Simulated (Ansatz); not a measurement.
**Vanadium, omega (AlB2-type) under PBE: ground state and equation of state**

Aim: take vanadium in the omega (AlB2-type) structure, relax it, solve it on a dense k-mesh, then scale the cell to 7 volumes from 88 to 112 % of the relaxed one and try a fit of the equation of state. The start is ferromagnetic. The k-meshes are 9×9×12 for the relaxation; 11×11×17 for the dense run; 9×9×15 for the volumes.

Computed with Ansatz 0.2.0 (DFT PBE, plane waves (420 eV) with PAW, scalar-relativistic, unless a step says otherwise).

**1. The starting structure**

Symmetry: P6/mmm, No. 191, hexagonal system. The conventional cell has a = 4.275 Å, b = 4.275 Å, c = 2.621 Å, α = 90.00°, β = 90.00°, γ = 120.00°. V (site symmetry 6/mmm) is surrounded by 14 V at 2.62 to 2.79 Å. Around V (site symmetry -6m2) lie 11 V at 2.47 to 2.79 Å.

Coordinates:

```cif
data_structure
_symmetry_space_group_name_H-M 'P6/mmm'
_symmetry_Int_Tables_number 191
_cell_length_a 4.2751
_cell_length_b 4.2751
_cell_length_c 2.6206
_cell_angle_alpha 90.000
_cell_angle_beta 90.000
_cell_angle_gamma 120.000
_cell_volume 41.48
loop_
_atom_site_label
_atom_site_type_symbol
_atom_site_symmetry_multiplicity
_atom_site_Wyckoff_symbol
_atom_site_fract_x
_atom_site_fract_y
_atom_site_fract_z
_atom_site_occupancy
V1 V 1 a 0.00000 0.00000 0.00000 1
V2 V 2 d 0.33333 0.66667 0.50000 1
```

The atoms start with moments of +1 ×3 μB.

**2. Relaxation of the cell**

File input.yaml:

```yaml
crystal:
  lattice:
    - [4.2751219178, 0.0, 0.0]
    - [-2.1375609589, 3.7023641851, 0.0]
    - [0.0, 0.0, 2.6206497356]
  atoms:
    - { symbol: V, position: [0.0, 0.0, 0.0], spin: 1.0 }
    - { symbol: V, position: [0.3333333333, 0.6666666667, 0.5], spin: 1.0 }
    - { symbol: V, position: [0.6666666667, 0.3333333333, 0.5], spin: 1.0 }
hamiltonian:
  xc: pbe
  pseudopotentials:
    kind: paw
    azcp:
      V: "pseudopotentials/V.paw.azcp"
basis:
  ecutwfc: 420
  fft_grid_basis: typed
kpoints:
  mp_grid: { grid: [9, 9, 12], shift: [0, 0, 0] }
magnetization:
  spin_polarized: true
scf:
  occupations: { method: fermi_dirac, width: 0.05 }
relax:
  max_steps: 60
  f_tol: 0.01
  cell: {}
```

Run with:

```sh
$ ansatz run input.yaml --threads 2 --pin off --max-ram 6144MiB --backend cpu --events-out ev --progress --plain --runs-dir out
```

The runs that follow: Single point on a dense mesh; Equation of state: 88 %; Equation of state: 92 %; Equation of state: 96 %; Equation of state: 100 %; Equation of state: 104 %; Equation of state: 108 %; Equation of state: 112 %.

**Question.** What will these runs give? Wanted: space group; conventional cell; volume; shortest distance; gap on the mesh; magnetic state; relative to bcc; V₀, B₀, B₀′.

**Answer**, as computed:

| quantity | value |
| --- | --- |
| space group (spins left aside) | P6/mmm (No. 191) |
| conventional cell | a = 4.453 Å, c = 2.387 Å (c/a = 0.536) |
| volume | 13.665 Å³/atom |
| shortest distance | 2.387 Å |
| gap on the mesh | none (levels filled in part) |
| magnetic state | non-magnetic |
| relative to bcc | +133 meV/atom |
| V₀, B₀, B₀′ | 13.634 Å³/atom, 176 GPa, 3.9 |

What this shows: From the guessed start the volume shrank by 1.2 % in 9 steps. It lies 133 meV/atom above the element's reference form at the same level (bcc, from a run of its own). The moments die out: the run ends non-magnetic. No gap shows: it is a metal or semimetal at this level. The fitted modulus is 176 GPa; letting shape and positions relax at each volume could only lower it. The symmetry was held, so the structure may be unstable against distortions that break it.
